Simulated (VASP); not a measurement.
# Si (Fd-3m) in VASP: notebook, part 2 of 2

VASP 6.6.1. Earlier steps stand in the parts before.

**4. Relaxation of cell and atoms, PBE+rVV10**

Input file INCAR:

```
PREC = Accurate
ENCUT = 600
EDIFF = 1E-6
ISMEAR = -1
SIGMA = 0.05
LREAL = F
LASPH = T
NELM = 80
ALGO = Normal
ISIF = 3
LWAVE = F
LCHARG = F
GGA = PE
LUSE_VDW = T
IVDW_NL = 2
BPARAM = 10.0
CPARAM = 0.0093
IBRION = 2
NSW = 60
EDIFFG = -0.005
```

Input file KPOINTS:

```
Automatic mesh
0
Gamma
  8 8 8
```

Input file POSCAR:

```
Si
1.0
    0.0000000000      2.7218511865      2.7218511865
    2.7218511865      0.0000000000      2.7218511865
    2.7218511865      2.7218511865      0.0000000000
Si
2
Direct
    0.5000000000      0.5000000000      0.5000000000
    0.7500000000      0.7500000000      0.7500000000
```

Potentials or basis: VASP PAW PBE potentials, release 64 (Si).

Launch:

```sh
cat potpaw_PBE.64/Si/POTCAR > POTCAR
mpirun -np 1 vasp_std > vasp.out
```

OUTCAR:

```text
PREC = Accurate
   ENCUT = 600
   EDIFF = 1E-6
   ISMEAR = -1
   LREAL = F
   LASPH = T
   NELM = 80
   ISIF = 3
   GGA = PE
   IVDW_NL = 2
   BPARAM = 10.0
   IBRION = 2
   NSW = 60
   EDIFFG = -0.005

 ion  position               nearest neighbor table
   1  0.500  0.500  0.500-   2 2.36   2 2.36   2 2.36   2 2.36
   2  0.750  0.750  0.750-   1 2.36   1 2.36   1 2.36   1 2.36

  LATTYP: Found a face centered cubic cell.
 ALAT       =     5.4437023730

  Lattice vectors:

 A1 = (   0.0000000000,   2.7218511865,   2.7218511865)
 A2 = (   2.7218511865,   0.0000000000,   2.7218511865)
 A3 = (   2.7218511865,   2.7218511865,   0.0000000000)

Analysis of symmetry for initial positions (statically):
=====================================================================
 Subroutine PRICEL returns:
 Original cell was already a primitive cell.

 Routine SETGRP: Setting up the symmetry group for a
 face centered cubic supercell.

 Subroutine GETGRP returns: Found 48 space group operations
 (whereof 24 operations were pure point group operations)
 out of a pool of 48 trial point group operations.

The static configuration has the point symmetry T_d .
 The point group associated with its full space group is O_h .

Analysis of symmetry for dynamics (positions and initial velocities):
[... 173 lines left out ...]
  external PRESSURE =       6.6877322 kB  Pullay stress =       0.0000000 kB
[... 59 lines left out ...]
--------------------------------------- Ionic step        3  -------------------------------------------

 number of electron       8.0000000 magnetization

 Free energy of the ion-electron system (eV)
  ---------------------------------------------------
  ext. energy  EPLUGINS =         0.00000000
  ---------------------------------------------------
  free energy    TOTEN  =       -10.65568717 eV

  energy without entropy =      -10.65565292  energy(sigma->0) =      -10.65567005

 E-fermi :   5.9565     XC(G=0):  -9.4050

 val. band max:        5.6799878371   @ k =   0.0000   0.0000   0.0000
 cond. band min:       6.2739583484   @ k =   0.3750   0.3750   0.0000
 fundamental gap:      0.5939705113
 Fermi energy:         5.9564951753

 k-point     1 :       0.0000    0.0000    0.0000
  band No.  band energies     occupation
      1      -6.1928      2.00000
      2       5.6800      1.99210
      3       5.6800      1.99210
      4       5.6800      1.99210
      5       8.2301      0.00000
      6       8.2301      0.00000
      7       8.2301      0.00000
      8       8.8818      0.00000
[... 243 lines left out ...]
 k-point    24 :      -0.3750    0.2500    0.1250
  band No.  band energies     occupation
      1      -3.3556      2.00000
      2      -1.0632      2.00000
      3       2.2577      2.00000
      4       3.5458      2.00000
      5       8.6964      0.00000
      6       8.7841      0.00000
      7      11.5345      0.00000
      8      12.7294      0.00000

 [... further k-points ...]

------------------------ aborting loop because EDIFF is reached ----------------------------------------

  FORCE on cell =-STRESS in cart. coord.  units (eV):
  Direction    XX          YY          ZZ          XY          YZ          ZX
  --------------------------------------------------------------------------------------
  -------------------------------------------------------------------------------------
  Total        0.0013878      0.0013878      0.0013878      0.0000000      0.0000000      0.0000000
  in kB        0.0547433      0.0547433      0.0547433      0.0000000      0.0000000      0.0000000
  external PRESSURE =       0.0547433 kB  Pullay stress =       0.0000000 kB
[... 17 lines left out ...]
  FREE ENERGIE OF THE ION-ELECTRON SYSTEM (eV)
  ---------------------------------------------------
  free  energy   TOTEN  =       -10.6556871746 eV

  energy  without entropy=      -10.6556529205  energy(sigma->0) =      -10.65567005

 reached required accuracy - stopping structural energy minimisation
```

It took 2 min on 1 thread of Intel Xeon Platinum 8488C (Sapphire Rapids), shared host; peak memory 0.29 GiB.

Results:

```yaml
Free_energy: -10.6557 eV
Relaxed_volume: 20.31 Å³/atom
Relaxed_cell: a = 3.858 Å, b = 3.858 Å, c = 3.858 Å, α = 60.00°, β = 60.00°, γ = 60.00°
Space_group_after_relaxing_to_0.05_Å: Fd-3m (No. 227)
Energy_gained_by_relaxing: 0.3 meV/atom
Ionic_steps: 3
Pressure_after_relaxing: 0.0 GPa
Band_gap_on_the_k_mesh: 0.59 eV, indirect (least direct gap 2.55 eV)
```

The path:
```csv
step,energy change (eV),largest force (eV/Å),pressure (GPa),volume (Å³)
1,0.0000,0.0000,0.67,40.33
2,-0.0003,0.0000,-0.45,40.82
3,-0.0006,0.0000,0.01,40.62
```

Final structure:
```
Si
1.0
     0.00000    2.72831    2.72831
     2.72831    0.00000    2.72831
     2.72831    2.72831    0.00000
Si
2
Direct
  0.50000 0.50000 0.50000
  0.75000 0.75000 0.75000
```

Levels at points of the mesh, in eV from the valence-band top:
```csv
k point,band 1,band 2,band 3,band 4,band 5,band 6,band 7,band 8
"(0.00, 0.00, 0.00)",-11.87,0.00,0.00,0.00,2.55,2.55,2.55,3.20
"(0.50, 0.00, 0.00)",-9.57,-6.92,-1.19,-1.19,1.46,3.33,3.33,7.61
"(0.50, 0.50, 0.00)",-7.77,-7.77,-2.82,-2.82,0.69,0.69,9.99,9.99
```

A k mesh can miss the band edges. A hybrid or GW would open this gap; PBE tends to underestimate it.

**5. Relaxation of cell and atoms, PBE+TS**

Input file INCAR:

```
ALGO     = Normal         # electronic algorithm
EDIFF    = 1E-7           # SCF threshold, eV
EDIFFG   = -0.01          # ionic threshold
ENCUT    = 600            # plane-wave cutoff, eV
GGA      = PE             # functional
IBRION   = 2              # ionic algorithm
ISIF     = 3              # what is computed and relaxed
ISMEAR   = -1             # smearing method
IVDW     = 2              # dispersion correction
LASPH    = T              # aspherical terms in the spheres
LCHARG   = F              # write CHGCAR
LREAL    = F              # projectors in reciprocal space
LWAVE    = F              # write WAVECAR
NELM     = 100            # most SCF steps
NSW      = 60             # ionic steps
PREC     = Accurate       # precision mode
SIGMA    = 0.05           # smearing width, eV
```

Input file KPOINTS:

```
k-points
0
Gamma
  8 8 8
```

POSCAR is that of step 4.

Potentials or basis: VASP PAW PBE potentials, release 64 (Si).

Launch:

```sh
cat potpaw_PBE.64/Si/POTCAR > POTCAR
mpirun -np 1 vasp_std > vasp.out
```

OUTCAR:

```text
EDIFF = 1E-7
   EDIFFG = -0.01
   ENCUT = 600
   GGA = PE
   IBRION = 2
   ISIF = 3
   ISMEAR = -1
   IVDW = 2
   LASPH = T
   LREAL = F
   NELM = 100
   NSW = 60
   PREC = Accurate
  IVDW =   2

 ion  position               nearest neighbor table
   1  0.500  0.500  0.500-   2 2.36   2 2.36   2 2.36   2 2.36
   2  0.750  0.750  0.750-   1 2.36   1 2.36   1 2.36   1 2.36

  LATTYP: Found a face centered cubic cell.
 ALAT       =     5.4437023730

  Lattice vectors:

 A1 = (   0.0000000000,   2.7218511865,   2.7218511865)
 A2 = (   2.7218511865,   0.0000000000,   2.7218511865)
 A3 = (   2.7218511865,   2.7218511865,   0.0000000000)

Analysis of symmetry for initial positions (statically):
=====================================================================
 Subroutine PRICEL returns:
 Original cell was already a primitive cell.

 Routine SETGRP: Setting up the symmetry group for a
 face centered cubic supercell.

 Subroutine GETGRP returns: Found 48 space group operations
 (whereof 24 operations were pure point group operations)
 out of a pool of 48 trial point group operations.

The static configuration has the point symmetry T_d .
 The point group associated with its full space group is O_h .

Analysis of symmetry for dynamics (positions and initial velocities):
=====================================================================
 Subroutine PRICEL returns:
 Original cell was already a primitive cell.

 Routine SETGRP: Setting up the symmetry group for a
 face centered cubic supercell.

 Subroutine GETGRP returns: Found 48 space group operations
 (whereof 24 operations were pure point group operations)
 out of a pool of 48 trial point group operations.

The dynamic configuration has the point symmetry T_d .
 The point group associated with its full space group is O_h .

 Subroutine INISYM returns: Found 48 space group operations
 (whereof 24 operations are pure point group operations),
 and found     1 'primitive' translations

----------------------------------------------------------------------------------------

                                     Primitive cell

  volume of cell :      40.3295

  direct lattice vectors                    reciprocal lattice vectors
     0.000000000  2.721851186  2.721851186    -0.183698507  0.183698507  0.183698507
     2.721851186  0.000000000  2.721851186     0.183698507 -0.183698507  0.183698507
     2.721851186  2.721851186  0.000000000     0.183698507  0.183698507 -0.183698507

  length of vectors
     3.849278863  3.849278863  3.849278863     0.318175148  0.318175148  0.318175148

  position of ions in fractional coordinates (direct lattice)
     0.500000000  0.500000000  0.500000000
     0.750000000  0.750000000  0.750000000

  ion indices of the primitive-cell ions
   primitive index   ion index
                 1           1
                 2           2

----------------------------------------------------------------------------------------

[... 115 lines left out ...]
  ---------------------------------------------------
  free energy    TOTEN  =       -10.84401936 eV

  energy without entropy =      -10.84399387  energy(sigma->0) =      -10.84400662

------------------------ aborting loop because EDIFF is reached ----------------------------------------

  Tkatchenko/Scheffler method for vdW energy calculation

  Number of pair interactions contributing to vdW energy:   38728

  Edisp (eV):   -0.57071

  FORCE on cell =-STRESS in cart. coord.  units (eV):
  Direction    XX          YY          ZZ          XY          YZ          ZX
  --------------------------------------------------------------------------------------
  -------------------------------------------------------------------------------------
  Total       0.02158     0.02158     0.02158    -0.00000     0.00000     0.00000
  in kB       0.85735     0.85735     0.85735    -0.00000     0.00000     0.00000
  external pressure =        0.86 kB  Pullay stress =        0.00 kB

 VOLUME and BASIS-vectors are now :
 -----------------------------------------------------------------------------
  energy-cutoff  :      600.00
  volume of cell :       40.33
      direct lattice vectors                 reciprocal lattice vectors
     0.000000000  2.721851186  2.721851186    -0.183698507  0.183698507  0.183698507
     2.721851186  0.000000000  2.721851186     0.183698507 -0.183698507  0.183698507
     2.721851186  2.721851186  0.000000000     0.183698507  0.183698507 -0.183698507

 POSITION                                       TOTAL-FORCE (eV/Angst)
 -----------------------------------------------------------------------------------
      2.72185      2.72185      2.72185         0.000000     -0.000000     -0.000000
      4.08278      4.08278      4.08278        -0.000000      0.000000      0.000000
 -----------------------------------------------------------------------------------
    total drift:                               -0.000000     -0.000000     -0.000000

  FREE ENERGIE OF THE ION-ELECTRON SYSTEM (eV)
  ---------------------------------------------------
  free  energy   TOTEN  =       -11.4147273889 eV

  energy  without entropy=      -11.4147019007  energy(sigma->0) =      -11.41471464

--------------------------------------- Ionic step        2  -------------------------------------------

 number of electron       8.0000000 magnetization

 Free energy of the ion-electron system (eV)
  ---------------------------------------------------
  ext. energy  EPLUGINS =         0.00000000
  ---------------------------------------------------
  free energy    TOTEN  =       -10.84448767 eV

  energy without entropy =      -10.84446274  energy(sigma->0) =      -10.84447520

 E-fermi :   6.0342     XC(G=0):  -9.3740

 val. band max:        5.7393089404   @ k =   0.0000   0.0000   0.0000
 cond. band min:       6.3696533052   @ k =   0.3750   0.3750   0.0000
 fundamental gap:      0.6303443648
 Fermi energy:         6.0341652083

 k-point     1 :       0.0000    0.0000    0.0000
  band No.  band energies     occupation
      1      -6.1584      2.00000
      2       5.7393      1.99452
      3       5.7393      1.99452
      4       5.7393      1.99452
      5       8.3009      0.00000
      6       8.3009      0.00000
      7       8.3009      0.00000
      8       9.0127      0.00000
[... 243 lines left out ...]
 k-point    24 :      -0.3750    0.2500    0.1250
  band No.  band energies     occupation
      1      -3.3141      2.00000
      2      -1.0117      2.00000
      3       2.3172      2.00000
      4       3.6020      2.00000
      5       8.7896      0.00000
      6       8.8773      0.00000
      7      11.6243      0.00000
      8      12.8347      0.00000

 [... further k-points ...]

------------------------ aborting loop because EDIFF is reached ----------------------------------------

  Hirshfeld charges:
            ion         q(e)
   ------------------------------
      1     Si      -0.00000000
      2     Si       0.00000000

  Tkatchenko/Scheffler method for vdW energy calculation

  Number of pair interactions contributing to vdW energy:   38728

  Edisp (eV):   -0.57026

  FORCE on cell =-STRESS in cart. coord.  units (eV):
  Direction    XX          YY          ZZ          XY          YZ          ZX
  --------------------------------------------------------------------------------------
  -------------------------------------------------------------------------------------
  Total      -0.01414    -0.01414    -0.01414     0.00000     0.00000     0.00000
  in kB      -0.56091    -0.56091    -0.56091     0.00000     0.00000     0.00000
  external pressure =       -0.56 kB  Pullay stress =        0.00 kB

 VOLUME and BASIS-vectors are now :
 -----------------------------------------------------------------------------
  energy-cutoff  :      600.00
  volume of cell :       40.39
      direct lattice vectors                 reciprocal lattice vectors
    -0.000000000  2.723268083  2.723268083    -0.183602930  0.183602930  0.183602930
     2.723268083  0.000000000  2.723268083     0.183602930 -0.183602930  0.183602930
     2.723268083  2.723268083  0.000000000     0.183602930  0.183602930 -0.183602930

 POSITION                                       TOTAL-FORCE (eV/Angst)
 -----------------------------------------------------------------------------------
      2.72327      2.72327      2.72327         0.000000      0.000000     -0.000000
      4.08490      4.08490      4.08490        -0.000000     -0.000000      0.000000
 -----------------------------------------------------------------------------------
    total drift:                               -0.000000     -0.000000     -0.000000

  FREE ENERGIE OF THE ION-ELECTRON SYSTEM (eV)
  ---------------------------------------------------
  free  energy   TOTEN  =       -11.4147439686 eV

  energy  without entropy=      -11.4147190367  energy(sigma->0) =      -11.41473150

 reached required accuracy - stopping structural energy minimisation
```

Wall time 27 s (1 thread of Intel Xeon Platinum 8488C (Sapphire Rapids), shared host); peak memory 0.17 GiB.

Results:

| Quantity | Value |
| --- | --- |
| Free energy | -11.4147 eV |
| Relaxed volume | 20.20 Å³/atom |
| Relaxed cell | a = 3.851 Å, b = 3.851 Å, c = 3.851 Å, α = 60.00°, β = 60.00°, γ = 60.00° |
| Space group after relaxing (to 0.05 Å) | Fd-3m (No. 227) |
| Energy gained by relaxing | 0.0 meV/atom |
| Ionic steps | 2 |
| Pressure after relaxing | -0.1 GPa |
| Band gap on the k mesh | 0.63 eV, indirect (least direct gap 2.56 eV) |
| Dispersion energy per atom | -0.285 eV |

Final structure:
```yaml
crystal:
  lattice:
    - [0.00000, 2.72327, 2.72327]
    - [2.72327, 0.00000, 2.72327]
    - [2.72327, 2.72327, 0.00000]
  atoms:
    - { symbol: Si, position: [0.50000, 0.50000, 0.50000] }
    - { symbol: Si, position: [0.75000, 0.75000, 0.75000] }
```

A k mesh can miss the band edges. Expect the measured gap to be larger: semilocal functionals such as PBE lack the derivative discontinuity.

**6. For comparison**

An earlier run on the cell as given: functional PBE; potentials or basis VASP PAW PBE potentials, release 64 (Si); cutoff 520 eV; k mesh 8 × 8 × 8; occupations fermi-dirac, width 0.05 eV; no spin polarisation.

- Pressure: 1.3 GPa
- Band gap on the k mesh: 0.63 eV, indirect (least direct gap 2.56 eV)

**7. Overview**

```csv
task,level,cell,cutoff (eV),gap on the mesh (eV),pressure (GPa),relaxed volume (Å³/atom)
relaxation of cell and atoms,PBE+D3(BJ),relaxed,600,0.61,0.0,19.90
relaxation of cell and atoms,PBE+D4,relaxed,600,0.60,0.0,19.88
relaxation of cell and atoms,PBE+rVV10,relaxed,600,0.59,0.0,20.31
relaxation of cell and atoms,PBE+TS,relaxed,600,0.63,-0.1,20.20
single point,PBE,as given,520,0.63,1.3,-
```

Alike in all rows: potentials or basis VASP PAW PBE potentials, release 64 (Si); no spin polarisation; k mesh 8 × 8 × 8; smearing fermi-dirac 0.05 eV.

Total energies depend on the potentials used, so only differences within one code and one set of settings carry meaning.
